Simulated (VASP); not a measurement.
# MgS (F-43m) in VASP: further runs, part 2 of 2

VASP 6.6.1.

### Step 4. Single point, LDA

File INCAR:

```
PREC = Normal ; ENCUT = 450
EDIFF = 1E-4 ; ISMEAR = 0
SIGMA = 0.05 ; LREAL = Auto
LASPH = True ; NELM = 100
ALGO = Normal ; ISIF = 2
LWAVE = False ; LCHARG = False
ADDGRID = False
```

File KPOINTS:

```
Automatic mesh
0
Gamma
  5 5 5
```

File POSCAR:

```
MgS
1.0
    0.0000000000      2.8331200468      2.8331200468
    2.8331200468      0.0000000000      2.8331200468
    2.8331200468      2.8331200468      0.0000000000
S Mg
1 1
Direct
    0.2500000000      0.2500000000      0.2500000000
    0.0000000000      0.0000000000      0.0000000000
```

Potentials or basis: VASP PAW LDA potentials, release 64 (S, Mg).

Run with:

```
$ cat potpaw_LDA.64/S/POTCAR potpaw_LDA.64/Mg/POTCAR > POTCAR
$ mpirun -np 1 vasp_std > vasp.out
```

OUTCAR:

```text
PREC = Normal
   ENCUT = 450
   EDIFF = 1E-4
   ISMEAR = 0
   LREAL = Auto
   LASPH = True
   NELM = 100
   ISIF = 2

 Found     10 irreducible k-points:

 Following reciprocal coordinates:
            Coordinates               Weight
  0.000000  0.000000  0.000000      1.000000
  0.200000  0.000000  0.000000      8.000000
  0.400000  0.000000  0.000000      8.000000
  0.200000  0.200000  0.000000      6.000000
  0.400000  0.200000  0.000000     24.000000
 -0.400000  0.200000  0.000000     24.000000
   k-points           NKPTS =     10   k-points in BZ     NKDIM =     10   number of bands    NBANDS=      8
   number of dos      NEDOS =    301   number of ions     NIONS =      2
   total plane-waves  NPLWV =  13824
   dimension x,y,z NGX =    24 NGY =   24 NGZ =   24
   dimension x,y,z NGXF=    48 NGYF=   48 NGZF=   48
   ions per type =               1   1
   NGX,Y,Z   is equivalent  to a cutoff of   9.96,  9.96,  9.96 a.u.
   NGXF,Y,Z  is equivalent  to a cutoff of  19.92, 19.92, 19.92 a.u.
 SYSTEM =  unknown system
   PREC   = normal    normal or accurate (medium, high low for compatibility)
   ISTART =      0    job   : 0-new  1-cont  2-samecut
   ICHARG =      2    charge: 1-file 2-atom 10-const
   ISPIN  =      1    spin polarized calculation?
   LNONCOLLINEAR =      F non collinear calculations
   LSORBIT =      F    spin-orbit coupling
   LASPH  =      T    aspherical Exc in radial PAW
   ENCUT  =  450.0 eV  33.07 Ry    5.75 a.u.   6.93  6.93  6.93*2*pi/ulx,y,z
   NELM   =    100;   NELMIN=  2; NELMDL= -5     # of ELM steps
   EDIFF  = 0.1E-03   stopping-criterion for ELM
   LREAL  =      T    real-space projection
   EDIFFG = 0.1E-02   stopping-criterion for IOM
   NSW    =      0    number of steps for IOM
   IBRION =     -1    ionic relax: 0-MD 1-quasi-New 2-CG
   NFREE  =      0    steps in history (QN), initial steepest desc. (CG)
   ISIF   =      2    stress and relaxation
   ISYM   =      2    0-nonsym 1-usesym 2-fastsym
   POTIM  = 0.5000    time-step for ionic-motion
   TEBEG  =    0.0;   TEEND  =   0.0 temperature during run
   PSTRESS=    0.0 pullay stress
   NELECT =       8.0000    total number of electrons
   NUPDOWN=      -1.0000    fix difference up-down
   EMIN   =  10.00;   EMAX   =-10.00  energy-range for DOS
   EFERMI =   0.00;   METHOD = LEGACY
   ISMEAR =     0;   SIGMA  =   0.05  broadening in eV -4-tet -1-fermi 0-gaus
   EFERMI_NEDOS =   21; number of points for ismear=-14 and -15
   IALGO  =     38    algorithm
   IMIX   =      4    mixing-type and parameters
     AMIX     =   0.40;   BMIX     =  1.00
     AMIX_MAG =   1.60;   BMIX_MAG =  1.00
  volume/ion in A,a.u.               =      22.74       153.46
  Fermi-wavevector in a.u.,A,eV,Ry     =   0.917269  1.733386 11.447692  0.841382
  Thomas-Fermi vector in A             =   2.042218
   LORBIT       =      0    0 simple, 1 ext, 2 COOP (PROOUT), +10 PAW based schemes
   GGA     = CA    functional components
   LHFCALC =     F    Hartree Fock is set to
   AEXX    =    0.0000 exact exchange contribution
   IVDW    =     0    specifies the selected vdW correction
   LEPSILON=     F    determine dielectric tensor
   LRPA    =     F    only Hartree local field effects (RPA)
 non-spin polarized calculation
 Gauss-broadening in eV      SIGMA  =   0.05
  energy-cutoff  :      450.00
  volume of cell :       45.48
 maximum number of plane-waves:       990
   NGX = 13   NGY = 13   NGZ = 13

 number of electron       7.9999994 magnetization

 Free energy of the ion-electron system (eV)
  ---------------------------------------------------
  ext. energy  EPLUGINS =         0.00000000
  ---------------------------------------------------
  free energy    TOTEN  =        -9.37532872 eV

  energy without entropy =       -9.37532872  energy(sigma->0) =       -9.37532872

 E-fermi :   1.1496     XC(G=0):  -8.7528

 val. band max:        0.8807270741   @ k =   0.0000   0.0000   0.0000
 cond. band min:       4.0621580029   @ k =   0.0000   0.0000   0.0000
 fundamental gap:      3.1814309287
 Fermi energy:         1.1496231159

 k-point     1 :       0.0000    0.0000    0.0000
  band No.  band energies     occupation
      1     -10.3503      2.00000
      2       0.8807      2.00000
      3       0.8807      2.00000
      4       0.8807      2.00000
      5       4.0622      0.00000
      6       8.6406      0.00000
      7       8.6406      0.00000
      8       8.6406      0.00000
[... 45 lines left out ...]
 k-point     6 :      -0.4000    0.2000    0.0000
  band No.  band energies     occupation
      1      -9.5621      2.00000
      2      -1.9890      2.00000
      3      -0.4329      2.00000
      4       0.3702      2.00000
      5       6.5060      0.00000
      6       7.4652      0.00000
      7       9.2410      0.00000
      8       9.5414      0.00000

 [... further k-points ...]

------------------------ aborting loop because EDIFF is reached ----------------------------------------

  FORCE on cell =-STRESS in cart. coord.  units (eV):
  Direction    XX          YY          ZZ          XY          YZ          ZX
  --------------------------------------------------------------------------------------
  -------------------------------------------------------------------------------------
  Total       -0.6930090     -0.6930090     -0.6930090      0.0000000      0.0000000      0.0000000
  in kB      -24.4131911    -24.4131911    -24.4131911      0.0000000      0.0000000      0.0000000
  external PRESSURE =     -24.4131911 kB  Pullay stress =       0.0000000 kB

 VOLUME and BASIS-vectors are now :
 -----------------------------------------------------------------------------
  energy-cutoff  :      450.00
  volume of cell :       45.48
      direct lattice vectors                 reciprocal lattice vectors
     0.000000000  2.833120047  2.833120047    -0.176483874  0.176483874  0.176483874
     2.833120047  0.000000000  2.833120047     0.176483874 -0.176483874  0.176483874
     2.833120047  2.833120047  0.000000000     0.176483874  0.176483874 -0.176483874

 POSITION                                       TOTAL-FORCE (eV/Angst)
 -----------------------------------------------------------------------------------
      1.41656      1.41656      1.41656         0.000000     -0.000000      0.000000
      0.00000      0.00000      0.00000        -0.000000      0.000000     -0.000000
 -----------------------------------------------------------------------------------
    total drift:                                0.000000      0.000000      0.000000

  FREE ENERGIE OF THE ION-ELECTRON SYSTEM (eV)
  ---------------------------------------------------
  free  energy   TOTEN  =        -9.3753287197 eV

  energy  without entropy=       -9.3753287197  energy(sigma->0) =       -9.37532872
```

stdout:

```text
POSCAR found type information on POSCAR S Mg
 POSCAR found :  2 types and       2 ions
 scaLAPACK will be used
 -----------------------------------------------------------------------------
|                                                                             |
|                                                                             |
|     You have a (more or less) 'small supercell' and for smaller cells       |
|     it is recommended to use the reciprocal-space projection scheme!        |
|     The real-space optimization is not efficient for small cells and it     |
|     is also less accurate ...                                               |
|     Therefore, set LREAL=.FALSE. in the INCAR file.                         |
|                                                                             |
 -----------------------------------------------------------------------------

 LDA part: xc-table for (Slater(with rela. corr.)+CA(PZ))
 , standard interpolation
 POSCAR, INCAR and KPOINTS ok, starting setup
 FFT: planning ... GRIDC
 FFT: planning ... GRID_SOFT
 FFT: planning ... GRID
 WAVECAR not read
 entering main loop
```

Wall time 2.2 s (1 thread of Intel Xeon Platinum 8488C (Sapphire Rapids), shared host); peak memory 0.12 GiB.

These settings aren't checked as converged: the numbers below hold their error.

Results:

```yaml
Free_energy: -9.3753 eV
Pressure: -2.4 GPa
Band_gap_on_the_k_mesh: 3.18 eV, direct
```

### Step 5. For comparison

An earlier run on the cell as given: functional PBEsol; potentials or basis VASP PAW PBE potentials, release 64 (S, Mg); cutoff 520 eV; k mesh 8 × 8 × 8; occupations fermi-dirac, width 0.05 eV; no spin polarisation.

- Pressure: -0.5 GPa
- Band gap on the k mesh: 3.29 eV, direct
